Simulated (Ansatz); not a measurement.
Nb: energy above lowest point and pressure against volume per atom

All results are calculated (Ansatz 0.2.0 development build). Equation of state of a cubic crystal from periodic Kohn-Sham density functional theory without spin; pressure corrected for the finite basis.

Cell of the first row (space group Fm-3m, No. 225):
```
Nb
1.0
      0.0000     2.0660     2.0660
      2.0660     0.0000     2.0660
      2.0660     2.0660     0.0000
Nb
1
Direct
  0.00000 0.00000 0.00000
```

Settings of every row: formula Nb; structure type fcc; functional PBE; spin treatment none; k mesh 15x15x15; occupation method fermi-dirac; occupation width 0.061225619 eV; wave cutoff 420 eV; datasets soft-1 PAW; density cutoff ratio 4.

Limits: a cubic model structure, not a phase known at ambient conditions; modest k-mesh, values are not fully converged in k.

| row | volume per atom (Å³) | energy above lowest point (meV/atom) | pressure (GPa) |
| --- | --- | --- | --- |
| 1 | 17.638 | 37.28 | 11.193 |
| 2 | 18.013 | 15.94 | 7.089 |
| 3 | 18.388 | 3.78 | 3.346 |
| 4 | 18.764 | 0 | -0.068 |
| 5 | 19.139 | 3.86 | -3.179 |
| 6 | 19.514 | ? | ? |
| 7 | 19.89 | 31.83 | -8.596 |

Question: what energy above lowest point and pressure should row 6 give?

Worked fit of energy above lowest point. Take u = (V_r/V)^(2/3) − 1 with V_r = 18.576 Å³ an atom, which is twice the finite (Eulerian) strain; such expansions in the strain, on which the Birch-Murnaghan equation of state is built, carry the rest volume and the bulk modulus. The shown rows have u = 0.03515, 0.02073, 0.0068, -0.00669, -0.01971, -0.04454. Least squares give energy above lowest point = 0.891 + 278.1 × u + 21673.1 × u² − 3745 × u³ meV/atom; a parabola predicts inner rows, each left out in turn, worse (root mean square 0.074 against 0.0061 meV/atom). All shown rows lie on it to the printed digit. Its lowest point lies at u = -0.0064, or V = 18.76 Å³ an atom, and the curvature there gives the bulk modulus at fixed shape and fractions, B = (4/9)(1 + u)² E″(u)/V = 163 GPa. The withheld row has u = -0.03231, so the fit gives 0.891 + 278.1 × (-0.03231) + 21673.1 × (-0.03231)² − 3745 × (-0.03231)³ = 14.66 meV/atom.

The calculation gave 14.67 meV/atom. The fit lies 0.01 meV/atom (0.027 % of the column's range) below it, one unit of the last digit.

Worked fit of pressure. Take u = (V_r/V)^(2/3) − 1 with V_r = 18.576 Å³ an atom, which is twice the finite (Eulerian) strain; such expansions in the strain, on which the Birch-Murnaghan equation of state is built, carry the rest volume and the bulk modulus. The shown rows have u = 0.03515, 0.02073, 0.0068, -0.00669, -0.01971, -0.04454. Least squares give pressure = 1.6003 + 253.459 × u + 551.49 × u² GPa; a straight line predicts inner rows, each left out in turn, worse (root mean square 0.35 against 0.004 GPa). The rows lie off it by 0.002, -0.002, -0.003, 0.003, 0.002, -0.001. The pressure vanishes at u = -0.0064, or V = 18.76 Å³ an atom, and there the bulk modulus at fixed shape and fractions is B = −V dP/dV = (2/3)(1 + u) dP/du = 163 GPa. The withheld row has u = -0.03231, so the fit gives 1.6003 + 253.459 × (-0.03231) + 551.49 × (-0.03231)² = -6.013 GPa.

The calculation gave -6.014 GPa. The fit lies 0.001 GPa (0.0051 % of the column's range) above it, one unit of the last digit.
